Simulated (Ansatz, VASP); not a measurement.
**One calculation of Ru, two programs**

```xyz
2
Lattice="2.7078 0.0000 0.0000 -1.3539 2.3450 0.0000 0.0000 0.0000 4.2681" Properties=species:S:1:pos:R:3 pbc="T T T"
Ru    0.0000    1.5634    1.0670
Ru    1.3539    0.7817    3.2011
```

Alike in both runs: task relaxation of cell and atoms; functional LDA; k mesh 9 × 9 × 6; occupations gaussian, width 0.1 eV; no spin polarisation.

|  | VASP | Ansatz |
| --- | --- | --- |
| version | VASP 6.6.1 | Ansatz 0.2.0 |
| potentials or method | VASP PAW LDA potentials, release 64 (Ru_pv) | scalar-relativistic, plane waves, PAW |
| plane-wave cutoff (eV) | 600 | 420 |
| valence electrons in the cell | 28 | 32 |

VASP gave:

- gap on the k mesh at the Fermi level, each at its own relaxed structure (eV): none
- relaxed volume (Å³/atom): 13.11
- relaxed cell length with the largest relative difference (Å): 4.232
- energy change over the relaxation (meV/atom): -16

Task: Estimate Ansatz's values.

Result: gap on the k mesh at the Fermi level, each at its own relaxed structure (eV): none; relaxed volume (Å³/atom): 13.08; relaxed cell length with the largest relative difference (Å): 4.228; energy change over the relaxation (meV/atom): -18.

A gap of «none» marks a metal or a gap that the smearing closes. The two sets of potentials don't hold the same shells in valence. Ansatz warned: «pseudo_functional_mismatch».
